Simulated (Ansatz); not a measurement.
Wanted: the native input for an Ansatz 0.2.0 run.

| Item | Value |
| --- | --- |
| Task | relaxation of cell and atoms |
| Functional | PBE |
| Dispersion | D3(BJ) |
| Potentials or basis | Ansatz PAW |
| Cutoff | 420 eV (not typed: the program's choice for these potentials) |
| k mesh | 12 × 12 × 12 |
| Occupations | fermi-dirac, width 0.05 eV |
| Spin | no spin polarisation |

The system is Ir.

```
Ir
1.0
     0.00000    1.91560    1.91560
     1.91560    0.00000    1.91560
     1.91560    1.91560    0.00000
Ir
1
Direct
  0.00000 0.00000 0.00000
```

These files were run (other wordings do the same):

input.yaml

```yaml
crystal:
  lattice:
    - [0.0, 1.9156, 1.9156]
    - [1.9156, 0.0, 1.9156]
    - [1.9156, 1.9156, 0.0]
  atoms:
    - { symbol: Ir, position: [0.0, 0.0, 0.0] }
hamiltonian:
  xc: pbe
  pseudopotentials: { kind: paw }
  dispersion: d3bj
kpoints:
  mp_grid: { grid: [12, 12, 12] }
scf:
  occupations: { method: fermi_dirac, width: 0.05 }
output:
  forces: true
  stress: true
  eigenvalues: true
relax:
  f_tol: 0.01
  max_steps: 40
  cell: { stress_tol: 0.05 }
```

Potentials or basis: Ansatz PAW.

Launch:

```console
$ ansatz run input.yaml --threads 2 --pin off --max-ram 5632MiB --backend cpu --events-out ev --progress --plain --runs-dir out
```

Results of the run:

- Relaxed volume: 14.15 Å³/atom
- Relaxed cell: a = 2.715 Å, b = 2.715 Å, c = 2.715 Å, α = 60.00°, β = 60.00°, γ = 60.00°
- Space group after relaxing (to 0.05 Å): Fm-3m (No. 225)
- Energy gained by relaxing: 0.7 meV/atom
- Ionic steps: 4
- Pressure after relaxing: 0.0 GPa
- Band gap on the k mesh: none (metal or under the smearing width)

Caveat: the plane-wave basis is chosen anew once the cell has moved, so the energies of steps on either side of that aren't comparable; pairwise dispersion overbinds metals, which lowers pressure and volume.

Run time: 2.1 s on 2 threads of Arm Neoverse V2 (shared host), peak memory 0.28 GiB.
